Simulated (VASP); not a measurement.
The system is BAs.

```xyz
2
Lattice="0.0000 2.3885 2.3885 2.3885 0.0000 2.3885 2.3885 2.3885 0.0000" Properties=species:S:1:pos:R:3 pbc="T T T"
As    3.5827    3.5827    3.5827
B     0.0000    0.0000    0.0000
```

Base run:

```yaml
Program: VASP 6.6.1
Functional: r2SCAN
Potentials_or_basis: VASP PAW PBE potentials, release 64 (As, B)
Cutoff: 520 eV
k_mesh: 10 × 10 × 10
Occupations: fermi-dirac, width 0.05 eV
Spin: no spin polarisation
```

Its results: band gap on the k mesh 1.37 eV, indirect (least direct gap 3.45 eV).

Task: The run is repeated on the same cell with these changes: functional from r2SCAN to AM05. What comes out?

Result: Band gap on the k mesh 1.11 eV, indirect (least direct gap 3.23 eV).

r2SCAN gives the wider gap, since meta-GGAs in the generalised Kohn-Sham scheme recover part of the derivative discontinuity.

Not every run made on this cell is shown here.
